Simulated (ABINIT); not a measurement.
Crystal: HgSe.

```xyz
2
Lattice="0.0000 3.0390 3.0390 3.0390 0.0000 3.0390 3.0390 3.0390 0.0000" Properties=species:S:1:pos:R:3 pbc="T T T"
Hg    0.0000    0.0000    0.0000
Se    4.5585    4.5585    4.5585
```

Base run:

| Quantity | Value |
| --- | --- |
| Program | ABINIT 10.8.3 (patched build) |
| Functional | PBE |
| Potentials or basis | JTH PAW PBE v2.0 |
| Cutoff | 544 eV |
| k mesh | 6 × 6 × 6 |
| Occupations | fermi-dirac, width 0.05 eV |
| Spin | no spin polarisation |

Its results: band gap on the k mesh none (metal or under the smearing width); pressure 4.9 GPa.

Task: After a change of settings the same cell gave: band gap on the k mesh none (metal or under the smearing width); pressure 6.0 GPa. Which change was it?
A. functional from PBE to r2SCAN; cutoff from 544 eV to 653 eV; fine-grid cutoff from 1088.46 eV to 1251.72 eV
B. k mesh from 6 × 6 × 6 to 3 × 3 × 3
C. functional from PBE to PBEsol
D. functional from PBE to HLE16; k mesh from 6 × 6 × 6 to 8 × 8 × 8

Result: B.

Caveats: some runs use coarse meshes.
